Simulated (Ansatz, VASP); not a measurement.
**Two plane-wave programs on MoSe**

```
Mo Se
1.0
     1.53136    0.88413    4.87768
    -1.53136    0.88413    4.87768
     0.00000   -1.76827    4.87768
Mo Se
1 1
Direct
  0.00000 0.00000 0.00000
  0.50000 0.50000 0.50000
```

Alike in both runs: task single point; functional PBE; k mesh 6 × 6 × 6; occupations gaussian, width 0.1 eV; collinear spin.

|  | VASP | Ansatz |
| --- | --- | --- |
| version | VASP 6.6.1 | Ansatz 0.2.0 |
| potentials or method | VASP PAW PBE potentials, release 64 (Mo_sv, Se) | scalar-relativistic, plane waves, PAW |
| plane-wave cutoff (eV) | 520 | 420 |
| valence electrons in the cell | 20 | 30 |

```csv
,VASP,Ansatz,Ansatz less VASP
gap on the k mesh at the Fermi level (eV),none,none,-
pressure (GPa),-18.3,-18.4,-0.11
largest component of the traceless stress (GPa),16.92,16.93,+0.009
net moment per atom (μB),0.25,0.25,-0.001
size of the moment on the site where the two differ most (μB),0.42,0.42,-0.002
```

Site moments also hang on the region over which each program counts them. A gap of «none» marks a metal or a gap that the smearing closes. The two sets of potentials don't hold the same shells in valence.

Caveats: the k mesh is coarse (spacing up to 0.40 Å⁻¹), so the values aren't converged; so large a pressure means that the cell lies far from this level's equilibrium, or that cutoff or potentials fall short (VASP).
